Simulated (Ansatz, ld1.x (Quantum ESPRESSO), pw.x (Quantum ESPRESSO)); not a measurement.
## From atom to crystal: ultrasoft potential for Ti (Z = 22)

ld1.x (Quantum ESPRESSO) 7.5 input, shortened:

```
&input
   title='Ti', zed=22., rel=1, dft='PBE', iswitch=3,
   config='[Ar] 3d2 4s2 4p0'
 /
 &inputp
   pseudotype=3, tm=.true., lloc=-2, rcloc=2.10,
   nlcc=.true., rcore=1.50,
   which_augfun='PSQ', rmatch_augfun=2.30
 /
6
4S  1  0   2.00   0.00  2.65  3.55  0.0
4S  1  0   0.00   3.10  2.65  3.55  0.0
4P  2  1   0.00   0.00  4.20  4.40  0.0
4P  2  1   0.00   1.40  4.20  4.40  0.0
3D  3  2   2.00   0.00  2.10  2.40  0.0
3D  3  2   0.00   0.25  2.10  2.40  0.0
 &test
   configts(1)='3d2 4s2 4p0'
 /
```

Crystal test: diamond Ti in pw.x 7.5, no spin, 8³ k-points, Fermi–Dirac smearing 0.01 Ry, cutoffs 40/320 Ry. The reference is all-electron LAPW (Ansatz 0.2.0) with the same functional, mesh and smearing; V0 and B0 come from Birch–Murnaghan fits to the pressures at five volumes. Errors are pseudo minus all-electron; Δ is the rms difference of the E(V) curves that follow from these fits, minima aligned, over ±6 % about the mean V0. Mesh and smearing are coarse, so the numbers serve the comparison and aren't converged zero-temperature values; the lattice is a test structure that the element need not adopt.

```
V (Å³/atom)  P all-electron (GPa)  P pseudo (GPa)
     22.238                  1.66            4.41
     22.823                  0.79            3.70
     23.408                  0.03            2.96
     23.993                 -0.64            2.25
     24.578                 -1.23            1.59
```

All-electron: a0 = 5.723 Å (V0 = 23.43 Å³/atom), B0 = 28.5 GPa.

Pseudopotential: mean pressure error (GPa): +2.86. The pressure does not cross zero within the volumes sampled, so no fit is given. The largest radius (4.40 bohr) exceeds half the bond length (2.34 bohr), so the spheres overlap, which is one possible source of error among others. This is a poor potential for the solid. Atomic configuration tests: 1 of 7 tests not solved or not reliable.

Question: At the middle volume, how do free energy and pressure move when the wave cutoff is lowered (ecutrho held at 320 Ry)?

Answer:

| cutoff (Ry) | shift of F (meV/atom) | shift of P (GPa) |
| --- | --- | --- |
| 18 | +197.0 | +2.09 |
| 24 | +44.2 | -1.28 |
| 32 | +3.1 | +0.16 |

Input at the middle volume:

```
&control
  calculation='scf', prefix='x', pseudo_dir='./', outdir='./tmp', tstress=.true., disk_io='low'
/
&system
  ibrav=0, nat=2, ntyp=1, ecutwfc=40, ecutrho=320, nbnd=11,
  occupations='smearing', smearing='fd', degauss=0.01
/
&electrons
  conv_thr=1e-09, mixing_beta=0.4, electron_maxstep=70
/
ATOMIC_SPECIES
Ti 1.0 Ti.UPF
CELL_PARAMETERS angstrom
  0.00000000 2.86058442 2.86058442
  2.86058442 0.00000000 2.86058442
  2.86058442 2.86058442 0.00000000
ATOMIC_POSITIONS crystal
Ti 0.0000 0.0000 0.0000
Ti 0.2500 0.2500 0.2500
K_POINTS automatic
8 8 8 0 0 0
```

```bash
pw.x < Ti.scf.in > Ti.scf.out
```

Lines of the output:

```
Message from routine setup:
     using ibrav=0 with symmetry is DISCOURAGED, use correct ibrav instead
     lattice parameter (alat)  =       7.6448  a.u.
     unit-cell volume          =     315.9300 (a.u.)^3
     number of electrons       =         8.00
     number of Kohn-Sham states=           11
     kinetic-energy cutoff     =      40.0000  Ry
     charge density cutoff     =     320.0000  Ry
     scf convergence threshold =      1.0E-09
     Exchange-correlation= PBE
     number of k points=    29  Fermi-Dirac smearing, width (Ry)=  0.0100
     iteration #  1     ecut=    40.00 Ry     beta= 0.40
     total energy              =     -25.14528582 Ry
     estimated scf accuracy    <       0.11443213 Ry
     iteration #  2     ecut=    40.00 Ry     beta= 0.40
     total energy              =     -25.21784283 Ry
     estimated scf accuracy    <       0.02840635 Ry
     iteration #  3     ecut=    40.00 Ry     beta= 0.40
     total energy              =     -25.22050710 Ry
     estimated scf accuracy    <       0.00498377 Ry
     iteration #  4     ecut=    40.00 Ry     beta= 0.40
     total energy              =     -25.21923254 Ry
     estimated scf accuracy    <       0.00341097 Ry
     iteration #  5     ecut=    40.00 Ry     beta= 0.40
     total energy              =     -25.22068400 Ry
     estimated scf accuracy    <       0.00141499 Ry
     iteration #  6     ecut=    40.00 Ry     beta= 0.40
     total energy              =     -25.22082731 Ry
     estimated scf accuracy    <       0.00012027 Ry
     iteration #  7     ecut=    40.00 Ry     beta= 0.40
     total energy              =     -25.22085029 Ry
     estimated scf accuracy    <       0.00004662 Ry
     iteration #  8     ecut=    40.00 Ry     beta= 0.40
     total energy              =     -25.22085869 Ry
     estimated scf accuracy    <       0.00000412 Ry
     iteration #  9     ecut=    40.00 Ry     beta= 0.40
     total energy              =     -25.22086208 Ry
     estimated scf accuracy    <       0.00000241 Ry
     iteration # 10     ecut=    40.00 Ry     beta= 0.40
     total energy              =     -25.22086230 Ry
     estimated scf accuracy    <       0.00000022 Ry
     iteration # 11     ecut=    40.00 Ry     beta= 0.40
     total energy              =     -25.22086237 Ry
     estimated scf accuracy    <       0.00000006 Ry
     iteration # 12     ecut=    40.00 Ry     beta= 0.40
     total energy              =     -25.22086238 Ry
     estimated scf accuracy    <       0.00000001 Ry
     iteration # 13     ecut=    40.00 Ry     beta= 0.40
     total energy              =     -25.22086238 Ry
     estimated scf accuracy    <          7.8E-09 Ry
     iteration # 14     ecut=    40.00 Ry     beta= 0.40
     the Fermi energy is     5.2135 ev
!    total energy              =     -25.22086238 Ry
     estimated scf accuracy    <          3.2E-10 Ry
     smearing contrib. (-TS)   =      -0.02778216 Ry
     The total energy is F=E-TS. E is the sum of the following terms:
     one-electron contribution =       7.10573545 Ry
     hartree contribution      =       1.72050085 Ry
     xc contribution           =     -18.07532553 Ry
     ewald contribution        =     -15.94399100 Ry
     convergence has been achieved in  14 iterations
          total   stress  (Ry/bohr**3)                   (kbar)     P=       29.62
```

The run at the middle volume (29 k-points, 14 iterations) took about 12 s on one core of a shared host (Intel(R) Xeon(R) Platinum 8488C, 96 threads, 744 GiB, load 10).
